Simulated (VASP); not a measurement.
**VASP 6.6.1 run: SrCl₂**

INCAR

```
LREAL = .FALSE.
EDIFF = 1E-7
GGA = PE
ISMEAR = -1
LWAVE = .FALSE.
LASPH = .TRUE.
NSW = 0
LCHARG = .FALSE.
ENCUT = 520
PREC = Accurate
NELM = 99
SIGMA = 0.02
NBANDS = 19
IBRION = -1
ISIF = 2
```

KPOINTS

```
KPOINTS created by Atomic Simulation Environment
0
Gamma
2 2 2
0 0 0
```

POSCAR

```
Sr Cl
 1.0000000000000000
     0.0000000000000000    3.5501838564999999    3.5501838564999999
     3.5501838564999999    0.0000000000000000    3.5501838564999999
     3.5501838564999999    3.5501838564999999    0.0000000000000000
 Sr  Cl
   1   2
Cartesian
  0.0000000000000000  0.0000000000000000  0.0000000000000000
  1.7750919282500000  1.7750919282500000  1.7750919282500000
  5.3252757847499996  5.3252757847499996  5.3252757847499996
```

The recommended PBE PAW datasets give the neutral cell 24 valence electrons.

Command

```
mpirun -np 1 vasp_std
```

Problem. Predict the outcome of this run.

Solution. It converged. Results: gap between bands v and c on the k mesh 5.13 eV; least direct gap on the k mesh 5.44 eV; pressure -0.5 GPa. Band v is the last that the valence electrons fill when counted band by band, and c is the next.

OSZICAR

```
N       E                     dE             d eps       ncg     rms          rms(c)
DAV:   1     0.126087511569E+03    0.12609E+03   -0.10951E+04   114   0.111E+03
DAV:   2    -0.498419307575E+01   -0.13107E+03   -0.12873E+03   150   0.224E+02
DAV:   3    -0.129522906411E+02   -0.79681E+01   -0.79439E+01   169   0.505E+01
DAV:   4    -0.130598987369E+02   -0.10761E+00   -0.10725E+00   164   0.546E+00
DAV:   5    -0.130615564139E+02   -0.16577E-02   -0.16575E-02   166   0.594E-01    0.116E+01
DAV:   6    -0.127359752055E+02    0.32558E+00   -0.66244E-01   126   0.425E+00    0.761E+00
DAV:   7    -0.127420542110E+02   -0.60790E-02   -0.34031E-01   147   0.344E+00    0.227E+00
DAV:   8    -0.127509453807E+02   -0.88912E-02   -0.51266E-02   131   0.126E+00    0.388E-01
DAV:   9    -0.127519322755E+02   -0.98689E-03   -0.19625E-03   145   0.260E-01    0.143E-01
DAV:  10    -0.127533483578E+02   -0.14161E-02   -0.12325E-03   123   0.194E-01    0.478E-02
DAV:  11    -0.127533974823E+02   -0.49125E-04   -0.32781E-05   145   0.313E-02    0.396E-02
DAV:  12    -0.127534165345E+02   -0.19052E-04   -0.17595E-05   134   0.208E-02    0.404E-03
DAV:  13    -0.127534182448E+02   -0.17103E-05   -0.16436E-06   145   0.668E-03    0.376E-03
DAV:  14    -0.127534182143E+02    0.30496E-07   -0.27427E-07   113   0.298E-03
   1 F= -.12753418E+02 E0= -.12753418E+02  d E =-.133798E-11
```

Standard output (part)

```
POSCAR found type information on POSCAR SrCl
 POSCAR found :  2 types and       3 ions
 LDA part: xc-table for (Slater+PW92), standard interpolation
 POSCAR, INCAR and KPOINTS ok, starting setup
 WAVECAR not read
 entering main loop
```

These settings aren't sound, so the numbers aren't properties of the crystal.

On sound settings PBE gives a gap of 5.14 eV on its mesh and a pressure of -0.7 GPa for the intended cell.
